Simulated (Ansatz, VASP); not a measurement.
# One calculation of TiO2, two programs

```
Ti O
1.0
     4.59984    0.00000    0.00000
     0.00000    4.59984    0.00000
     0.00000    0.00000    2.95921
Ti O
2 4
Cartesian
  0.0000 0.0000 1.4796
  2.2999 2.2999 0.0000
  1.3998 1.3998 1.4796
  0.9001 3.6997 0.0000
  3.6997 0.9001 0.0000
  3.2000 3.2000 1.4796
```

The cell is a database's computed one.

Alike in both runs: task band structure; functional PBE; k mesh 6 × 6 × 9; occupations fermi-dirac, width 0.05 eV; no spin polarisation.

|  | VASP | Ansatz |
| --- | --- | --- |
| version | VASP 6.6.1 | Ansatz 0.2.0 |
| potentials or method | VASP PAW PBE potentials, release 64 (Ti_sv, O_h) | Ansatz PAW |
| plane-wave cutoff (eV) | 900 | 420 |
| valence electrons in the cell | 48 | 48 |

|  | VASP | Ansatz | Ansatz less VASP |
| --- | --- | --- | --- |
| gap on the k mesh at the Fermi level (eV) | 1.84 | 1.87 | +0.020 |
| least direct gap on the mesh (eV) | 1.84 | 1.87 | +0.020 |
| gap along the band path (eV) | 1.84 | 1.87 | +0.020 |
| rms of the force components (eV/Å) | 0.007 | 0.002 | -0.0049 |

Atom by atom the forces differ by 0.009 eV/Å (rms over components).
